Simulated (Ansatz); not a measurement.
Crystal: BaH2.

```
Ba H
1.0
     4.46203    0.00000    0.00000
    -2.23101    3.86423    0.00000
     0.00000    0.00000    6.05529
Ba H
2 4
Cartesian
  0.0000 2.5762 1.5138
  2.2310 1.2881 4.5415
  0.0000 0.0000 0.0000
  0.0000 0.0000 3.0276
  2.2310 1.2881 1.5138
  0.0000 2.5762 4.5415
```

The cell comes from a database or a generator and needn't be the stable form of this composition.

Base run:

| Item | Value |
| --- | --- |
| Program | Ansatz 0.2.0 |
| Functional | LDA |
| Potentials or basis | Ansatz PAW |
| Cutoff | 420 eV (not typed: the program's choice for these potentials) |
| k mesh | 7 × 7 × 5 |
| Occupations | fermi-dirac, width 0.05 eV |
| Spin | no spin polarisation |

Its results: band gap on the k mesh 1.68 eV, indirect (least direct gap 2.56 eV); pressure -3.5 GPa.

Question: The run is repeated on the same cell with these changes: functional from LDA to PBEsol. What comes out?

Answer: Band gap on the k mesh 1.78 eV, indirect (least direct gap 2.65 eV); pressure -2.3 GPa.

PBEsol binds less tightly than LDA, so the same cell stands under more pressure.

Caveats: the k mesh misses the band edges, so the gap on the mesh is wider than the one along the path; spin-orbit coupling is left out, which moves the levels of the heavy elements; the PAW data sets come from PBE, with cores solved anew for the run's functional, which leaves a small shift of forces and pressure.
